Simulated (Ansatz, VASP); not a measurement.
# One calculation of I, two programs

```
I
1.0
     4.43503    0.00000    0.00000
    -2.21752    3.84085    0.00000
     0.00000    0.00000    2.92605
I
1
Direct
  0.00000 0.00000 0.00000
```

Alike in both runs: functional PBE; k mesh 12 × 12 × 12; occupations fermi-dirac, width 0.08 eV; no spin polarisation.

Ansatz relaxed the structure, and its values are those at the end. VASP's run is a single point on that final structure, the one shown.

|  | VASP | Ansatz |
| --- | --- | --- |
| version | VASP 6.6.1 | Ansatz 0.2.0 |
| potentials or method | VASP PAW PBE potentials, release 64 (I) | PAW with Ansatz's default frozen-core files, scalar-relativistic |
| plane-wave cutoff (eV) | 520 | 420 |
| valence electrons in the cell | 7 | 17 |

|  | VASP | Ansatz | Ansatz less VASP |
| --- | --- | --- | --- |
| pressure (GPa) | 0.1 | 0.2 | +0.05 |

The two sets of potentials don't hold the same shells in valence.

Caveats: an odd number of electrons without spin polarisation forces a metal; a magnetic or distorted state may lie lower. The runs have no spin-orbit coupling, so splittings on I are missing.
